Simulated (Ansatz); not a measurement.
## BaTiO3: strain and displacement

```xyz
5
Lattice="4.0073 0.0000 0.0000 0.0000 4.0073 0.0000 0.0000 0.0000 4.0073" Properties=species:S:1:pos:R:3 pbc="T T T"
Ba    2.0036    2.0036    2.0036
Ti    0.0000    0.0000    0.0000
O     2.0036    0.0000    0.0000
O     0.0000    2.0036    0.0000
O     0.0000    0.0000    2.0036
```

Atoms are numbered in the order listed.

The cell is COD entry 1507757, as deposited and not checked against the literature; nothing was relaxed.

Spin–orbit coupling is left out, though it moves levels of the heavy atoms by tenths of an eV or more.

All numbers below come from DFT, PBE, all-electron LAPW, scalar-relativistic in Ansatz 0.2.0.

The runs use a Γ-centred 8×8×8 k mesh, Fermi–Dirac smearing of 0.05 eV, basis error target 1 meV/atom, no spin polarisation.

The unchanged cell is at 1.50 GPa.

x, y and z are the Cartesian axes of the cell as listed; fractional coordinates follow a strain, and an engineering shear is twice the off-diagonal strain component.

(1) One change gave: energy change +13 meV/atom; stress change (xx, yy, zz, yz, xz, xy) 0.25, 0.25, 0.25, 3.68, 3.68, 3.68 GPa, compression positive; gap on the k mesh 1.80 → 1.62 eV. Which change was it?
A. equal xy, yz and zx engineering shear strains of -2 %
B. equal xy, yz and zx engineering shear strains of -1 %
C. equal xy, yz and zx engineering shear strains of +3 %
D. equal xy, yz and zx engineering shear strains of +1 %
E. equal xy, yz and zx engineering shear strains of -3 %
F. equal xy, yz and zx engineering shear strains of +2 %

Answers

(1) E. For equal xy, yz and zx engineering shear strains of -1 %: energy change +1 meV/atom; stress change (xx, yy, zz, yz, xz, xy) 0.03, 0.03, 0.03, 1.22, 1.22, 1.22 GPa, compression positive; gap on the k mesh 1.80 → 1.74 eV. For equal xy, yz and zx engineering shear strains of +2 %: energy change +6 meV/atom; stress change (xx, yy, zz, yz, xz, xy) 0.11, 0.11, 0.11, -2.40, -2.40, -2.40 GPa, compression positive; gap on the k mesh 1.80 → 1.73 eV. For equal xy, yz and zx engineering shear strains of -2 %: energy change +6 meV/atom; stress change (xx, yy, zz, yz, xz, xy) 0.11, 0.11, 0.11, 2.45, 2.45, 2.45 GPa, compression positive; gap on the k mesh 1.80 → 1.68 eV. For equal xy, yz and zx engineering shear strains of +1 %: energy change +1 meV/atom; stress change (xx, yy, zz, yz, xz, xy) 0.03, 0.03, 0.03, -1.21, -1.21, -1.21 GPa, compression positive; gap on the k mesh 1.80 → 1.77 eV. For equal xy, yz and zx engineering shear strains of +3 %: energy change +13 meV/atom; stress change (xx, yy, zz, yz, xz, xy) 0.25, 0.25, 0.25, -3.59, -3.59, -3.59 GPa, compression positive; gap on the k mesh 1.80 → 1.69 eV.
